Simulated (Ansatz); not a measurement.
**Moving the share of exact exchange in CdTe**

```
Te Cd
1.0
     0.00000    3.20500    3.20500
     3.20500    0.00000    3.20500
     3.20500    3.20500    0.00000
Te Cd
1 1
Direct
  0.75000 0.75000 0.75000
  0.00000 0.00000 0.00000
```

Kept alike: task single point; k mesh 4 × 4 × 4; occupations fermi-dirac, width 0.05 eV; no spin polarisation. Program: Ansatz, Ansatz PAW, cutoff 420 eV. The mesh is that of the run's cell of 2 atoms. No spin-orbit coupling.

```csv
"share of exact exchange, α",band gap (eV),pressure (GPa)
0,0.862,4.49
0.1,1.212,4.08
0.15,1.393,3.89
0.25,1.767,3.54
0.35,2.155,3.21
0.5,2.759,2.77
```

The k mesh is coarse, so the values aren't converged. Pressure is positive in compression, with a Pulay correction for the finite cutoff. Spin-orbit coupling, left out here, moves the band edges of heavy atoms and can close or invert small gaps. A gap read on the mesh alone can miss an edge between its points. All rows use potentials made for PBE. The mesh is thin for exact exchange.

Q: What does the share of exact exchange change here?

A: The band gap rises from 0.862 to 2.759 eV between 0 and 0.5. Exact exchange pulls filled levels down against empty ones, so the gap grows nearly in line with its share. The mean slope is +3.80 eV per unit of share. The pressure falls from 4.49 to 2.77 GPa between 0 and 0.5. Exact exchange shortens the bonds here, so the pressure at fixed cell falls.

The gap opens slightly faster as α grows, while the pressure falls by less and less. The valence top of CdTe is mainly Te 5p with some Cd 4d admixture, and the conduction minimum has antibonding s character. Nonlocal exchange stabilises the occupied p states relative to the empty s-like states. It also binds the Cd 4d shell more deeply, which probably weakens the p–d repulsion that pushes the valence top up.

The semilocal gap is well below the measured one, as expected when the derivative discontinuity is missing. The measured gap falls between the rows at 0.15 and 0.25, but this doesn't identify a best α: the cell is slightly smaller than the experimental one, and compression widens the direct gap of CdTe. The pressure stays positive in every row, so each functional favours expansion from this cell. Its decline suggests a smaller equilibrium volume at larger α, but doesn't show which share gives the best lattice constant.
